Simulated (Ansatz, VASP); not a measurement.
**One calculation of KF, two programs**

Contents of INCAR:

```
  PREC = Accurate
  ENCUT = 520
  EDIFF = 1E-7
  ISMEAR = -1
  SIGMA = 0.03
  LREAL = False
  LASPH = True
  NELM = 80
  ALGO = Normal
  ISIF = 2
  LWAVE = False
  LCHARG = False
  GGA = PE
  NBANDS = 15
```

File KPOINTS:

```
Automatic mesh
0
Gamma
  9 9 9
```

POSCAR

```
KF
1.0
    0.0000000000      2.2535255668      2.2535255668
    2.2535255668      0.0000000000      2.2535255668
    2.2535255668      2.2535255668      0.0000000000
K F
1 1
Direct
    0.0000000000      0.0000000000      0.0000000000
    0.5000000000      0.5000000000      0.5000000000
```

Input for Ansatz:

```yaml
crystal:
  lattice:
    - [0.0, 2.2535255668, 2.2535255668]
    - [2.2535255668, 0.0, 2.2535255668]
    - [2.2535255668, 2.2535255668, 0.0]
  atoms:
    - { symbol: K, position: [0.0, 0.0, 0.0] }
    - { symbol: F, position: [0.5, 0.5, 0.5] }
kpoints:
  mp_grid: { grid: [9, 9, 9] }
  band_path:
    path:
      - [0.0, 0.0, 0.0]
      - [0.5, 0.0, 0.5]
      - [0.625, 0.25, 0.625]
      - [0.375, 0.375, 0.75]
      - [0.0, 0.0, 0.0]
      - [0.5, 0.5, 0.5]
      - [0.5, 0.25, 0.75]
      - [0.5, 0.0, 0.5]
    npoints: 6
scf:
  occupations: { method: fermi_dirac, width: 0.03 }
hamiltonian:
  xc: pbe
  pseudopotentials: { kind: all_electron, lapw: { basis_error: 0.001 } }
output:
  forces: true
  stress: true
  eigenvalues: true
  populations: true
```

Change from the starting cell: volume scaled by 0.6, LAPW.

Alike in both runs: task single point; functional PBE; k mesh 9 × 9 × 9; occupations fermi-dirac, width 0.03 eV; no spin polarisation.

```csv
,VASP,Ansatz
version,VASP 6.6.1,Ansatz 0.2.0
potentials or method,"VASP PAW PBE potentials, release 64 (K_sv, F)","all-electron LAPW, scalar-relativistic"
plane-wave cutoff (eV),520,see its input
```

```tsv
	VASP	Ansatz	Ansatz less VASP
gap on the k mesh at the Fermi level (eV)	7.42	7.44	+0.021
pressure (GPa)	63.9	62.0	-1.93
```

Ansatz ran all-electron here, so the differences hold the error of VASP's frozen core and of both bases.

Caveats: the cell as given lies far from equilibrium; so large a pressure means that the cell lies far from this level's equilibrium, or that cutoff or potentials fall short (VASP); an odd mesh through Γ misses points on the zone boundary, where band edges often lie.
